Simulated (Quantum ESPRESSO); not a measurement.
# Ge (I4_1/amd) in Quantum ESPRESSO: single point with PBEsol

Aim: the single point of Ge with PBEsol.

All numbers are computed with Quantum ESPRESSO 7.5; they aren't measurements. Logs are shortened: lines on timing, memory, paths and dates and some standing lists are left out, and cuts for length are marked.

## 1. The crystal as given

The structure is tetragonal, space group I4_1/amd (No. 141). Conventional cell: a = 5.149 Å, b = 5.149 Å, c = 2.795 Å, α = 90.00°, β = 90.00°, γ = 90.00°. Around Ge (site symmetry -4m2) lie 6 Ge at 2.67 to 2.79 Å.

This isn't the form of Ge at room conditions, which is diamond.

## 2. Single point, PBEsol

The input, run.py:

```python
import numpy as np
from ase.calculators.espresso import Espresso, EspressoProfile
from ase.io import read

atoms = read('POSCAR')

input_data = {
    'control': {'calculation': 'scf', 'prefix': 'pwscf', 'outdir': './tmp', 'tprnfor': True, 'tstress': True, 'disk_io': 'nowf'},
    'system': {'ecutwfc': 45.0, 'ecutrho': 360.0, 'nbnd': 21, 'occupations': 'smearing', 'smearing': 'fd', 'degauss': 0.00367493},
    'electrons': {'conv_thr': 4e-10, 'electron_maxstep': 120, 'mixing_beta': 0.5},
}
pseudopotentials = {'Ge': 'ge_pbesol_v1.4.uspp.F.UPF'}
profile = EspressoProfile(command='mpirun -n 2 pw.x -nk 2', pseudo_dir='pseudo')
dft = Espresso(profile=profile, input_data=input_data, pseudopotentials=pseudopotentials, kpts=(11, 11, 11), koffset=(0, 0, 0))
atoms.calc = dft

print(f'energy {atoms.get_potential_energy():.8f} eV')
print('forces (eV/A)')
print(np.round(atoms.get_forces(), 6))
print('stress (eV/A^3, Voigt)')
print(np.round(atoms.get_stress(), 8))
print(f'Fermi level {dft.get_fermi_level():.4f} eV')
```

The input, POSCAR:

```
Ge
1.0
   -2.5744897190      2.5744897190      1.3974126432
    2.5744897190     -2.5744897190      1.3974126432
    2.5744897190      2.5744897190     -1.3974126432
Ge
2
Direct
    0.5000000000      0.5000000000      0.0000000000
    0.2500000000      0.7500000000      0.5000000000
```

Potentials or basis: GBRV 1.5 PBEsol.

Launch:

```console
> OMP_NUM_THREADS=1 python run.py
```

The program printed:

```text
energy -5800.88337119 eV
forces (eV/A)
[[ 0.  0.  0.]
 [-0. -0. -0.]]
stress (eV/A^3, Voigt)
[0.00466516 0.00466516 0.00631509 0.         0.         0.        ]
Fermi level 10.9278 eV
```

espresso.pwi:

```text
&CONTROL
   calculation      = 'scf'
   tstress          = .true.
   tprnfor          = .true.
   outdir           = './tmp'
   prefix           = 'pwscf'
   disk_io          = 'nowf'
   pseudo_dir       = 'pseudo'
/
&SYSTEM
   nbnd             = 21
   ecutwfc          = 45.0
   ecutrho          = 360.0
   occupations      = 'smearing'
   degauss          = 0.00367493
   smearing         = 'fd'
   ntyp             = 1
   nat              = 2
   ibrav            = 0
/
&ELECTRONS
   electron_maxstep = 120
   conv_thr         = 4e-10
   mixing_beta      = 0.5
/
&IONS
/
&CELL
/
&FCP
/
&RISM
/
ATOMIC_SPECIES
Ge 72.63 ge_pbesol_v1.4.uspp.F.UPF

K_POINTS automatic
11 11 11  0 0 0

CELL_PARAMETERS angstrom
-2.57448971900000 2.57448971900000 1.39741264320000
2.57448971900000 -2.57448971900000 1.39741264320000
2.57448971900000 2.57448971900000 -1.39741264320000

ATOMIC_POSITIONS angstrom
Ge 0.0000000000 0.0000000000 1.3974126432  
Ge 2.5744897190 0.0000000000 0.6987063216
```

espresso.pwo:

```text
This program is part of the open-source Quantum ESPRESSO suite
     for quantum simulation of materials; please cite
         "P. Giannozzi et al., J. Phys.:Condens. Matter 21 395502 (2009);
         "P. Giannozzi et al., J. Phys.:Condens. Matter 29 465901 (2017);
         "P. Giannozzi et al., J. Chem. Phys. 152 154105 (2020);
     in publications or presentations arising from this work. More details at

Warning: card &CELL ignored
Warning: card &FCP ignored
Warning: card &RISM ignored

     Message from routine setup:
     using ibrav=0 with symmetry is DISCOURAGED, use correct ibrav instead

     K-points division:     npool     =       2
     Subspace diagonalization in iterative solution of the eigenvalue problem:
     a serial algorithm will be used

     G-vector sticks info
     --------------------
     sticks:   dense  smooth     PW     G-vecs:    dense   smooth      PW
     Sum        1035     523    175                28863    10251    1983

     Using Slab Decomposition

     bravais-lattice index     =            0
     lattice parameter (alat)  =       7.3696  a.u.
     unit-cell volume          =     250.0136 (a.u.)^3
     number of atoms/cell      =            2
     number of atomic types    =            1
     number of electrons       =        28.00
     number of Kohn-Sham states=           21
     kinetic-energy cutoff     =      45.0000  Ry
     charge density cutoff     =     360.0000  Ry
     scf convergence threshold =      4.0E-10
     mixing beta               =       0.5000
     number of iterations used =            8  plain     mixing
     Exchange-correlation= SLA  PW   PSX  PSC
                           (   1   4  10   8   0   0   0)

     celldm(1)=   7.369631  celldm(2)=   0.000000  celldm(3)=   0.000000
     celldm(4)=   0.000000  celldm(5)=   0.000000  celldm(6)=   0.000000

     crystal axes: (cart. coord. in units of alat)
               a(1) = (  -0.660153   0.660153   0.358326 )
               a(2) = (   0.660153  -0.660153   0.358326 )
               a(3) = (   0.660153   0.660153  -0.358326 )

     reciprocal axes: (cart. coord. in units 2 pi/alat)
               b(1) = (  0.000000  0.757401  1.395379 )
               b(2) = (  0.757401  0.000000  1.395379 )
               b(3) = (  0.757401  0.757401  0.000000 )

     PseudoPot. # 1 for Ge read from file:
     ge_pbesol_v1.4.uspp.F.UPF
     Pseudo is Ultrasoft + core correction, Zval = 14.0
     Generated by new atomic code, or converted to UPF format
     Using radial grid of  873 points,  6 beta functions with:
                l(1) =   0
                l(2) =   0
                l(3) =   1
                l(4) =   1
                l(5) =   2
                l(6) =   2
     Q(r) pseudized with  8 coefficients,  rinner =    1.400   1.400   1.400
                                                       1.400   1.400

     atomic species   valence    mass     pseudopotential
     Ge               14.00    72.63000     Ge( 1.00)

     16 Sym. Ops., with inversion, found ( 8 have fractional translation)

   Cartesian axes

     site n.     atom                  positions (alat units)
         1        Ge     tau(   1) = (   0.0000000   0.0000000   0.3583256  )
         2        Ge     tau(   2) = (   0.6601526   0.0000000   0.1791628  )

     number of k points=   126  Fermi-Dirac smearing, width (Ry)=  0.0037

     Number of k-points >= 100: set verbosity='high' to print them.

     Dense  grid:    28863 G-vectors     FFT dimensions: (  48,  48,  48)

     Smooth grid:    10251 G-vectors     FFT dimensions: (  32,  32,  32)

     Initial potential from superposition of free atoms

     starting charge      27.9984, renormalised to      28.0000
     Starting wfcs are   18 randomized atomic wfcs +    3 random wfcs

     Self-consistent Calculation

     iteration #  1     ecut=    45.00 Ry     beta= 0.50
     Davidson diagonalization with overlap
     ethr =  1.00E-02,  avg # of iterations =  3.9

     Threshold (ethr) on eigenvalues was too large:
     Diagonalizing with lowered threshold

     Davidson diagonalization with overlap
     ethr =  2.84E-05,  avg # of iterations =  4.4

     total energy              =    -426.35662796 Ry
     estimated scf accuracy    <       0.00817792 Ry

     iteration #  2     ecut=    45.00 Ry     beta= 0.50
     Davidson diagonalization with overlap
     ethr =  2.92E-05,  avg # of iterations =  1.0

     total energy              =    -426.35707674 Ry
     estimated scf accuracy    <       0.00130794 Ry

     iteration #  3     ecut=    45.00 Ry     beta= 0.50
     Davidson diagonalization with overlap
     ethr =  4.67E-06,  avg # of iterations =  1.1

     total energy              =    -426.35709801 Ry
     estimated scf accuracy    <       0.00010494 Ry

     iteration #  4     ecut=    45.00 Ry     beta= 0.50
     Davidson diagonalization with overlap
     ethr =  3.75E-07,  avg # of iterations =  1.1

     total energy              =    -426.35710080 Ry
     estimated scf accuracy    <       0.00000059 Ry

     iteration #  5     ecut=    45.00 Ry     beta= 0.50
     Davidson diagonalization with overlap
     ethr =  2.12E-09,  avg # of iterations =  3.5

     total energy              =    -426.35710108 Ry
     estimated scf accuracy    <       0.00000012 Ry

     iteration #  6     ecut=    45.00 Ry     beta= 0.50
     Davidson diagonalization with overlap
     ethr =  4.38E-10,  avg # of iterations =  2.0

     total energy              =    -426.35710112 Ry
     estimated scf accuracy    <          9.2E-09 Ry

     iteration #  7     ecut=    45.00 Ry     beta= 0.50
     Davidson diagonalization with overlap
     ethr =  3.29E-11,  avg # of iterations =  2.0

     total energy              =    -426.35710112 Ry
     estimated scf accuracy    <          4.2E-10 Ry

     iteration #  8     ecut=    45.00 Ry     beta= 0.50
     Davidson diagonalization with overlap
     ethr =  1.49E-12,  avg # of iterations =  1.3

     End of self-consistent calculation

     Number of k-points >= 100: set verbosity='high' to print the bands.

     the Fermi energy is    10.9278 ev

!    total energy              =    -426.35710112 Ry
     estimated scf accuracy    <          2.0E-11 Ry
     smearing contrib. (-TS)   =      -0.00059050 Ry
     internal energy E=F+TS    =    -426.35651062 Ry

     The total energy is F=E-TS. E is the sum of the following terms:
     one-electron contribution =    -230.96551814 Ry
     hartree contribution      =     143.95829197 Ry
     xc contribution           =    -115.26641534 Ry
     ewald contribution        =    -224.08286910 Ry

     convergence has been achieved in   8 iterations

     Forces acting on atoms (cartesian axes, Ry/au):

     atom    1 type  1   force =     0.00000000    0.00000000    0.00000000
     atom    2 type  1   force =    -0.00000000   -0.00000000   -0.00000000

     Total force =     0.000000     Total SCF correction =     0.000000

     Computing stress (Cartesian axis) and pressure

          total   stress  (Ry/bohr**3)                   (kbar)     P=       -8.36
  -0.00005081  -0.00000000  -0.00000000           -7.47       -0.00       -0.00
  -0.00000000  -0.00005081  -0.00000000           -0.00       -7.47       -0.00
  -0.00000000  -0.00000000  -0.00006878           -0.00       -0.00      -10.12

=------------------------------------------------------------------------------=
   JOB DONE.
=------------------------------------------------------------------------------=
```

It took 28 s on 2 MPI ranks of Intel Xeon at 2.70GHz, shared host; peak memory 0.26 GiB.

Results:

| Quantity | Value |
| --- | --- |
| Free energy | -5800.8839 eV |
| Pressure | -0.8 GPa |
| Band gap on the k mesh | none (metal or under the smearing width) |

Stress tensor (GPa, compression positive):
```
-0.75  0.00  0.00
 0.00 -0.75  0.00
 0.00  0.00 -1.01
```

## 3. The reference run

An earlier run on the cell as given: functional PBEsol; potentials or basis GBRV 1.5 PBEsol; cutoff 612 eV; density cutoff 4898 eV; k mesh 11 × 11 × 11; occupations fermi-dirac, width 0.05 eV; no spin polarisation.

* Pressure: -0.8 GPa
* Band gap on the k mesh: none (metal or under the smearing width)
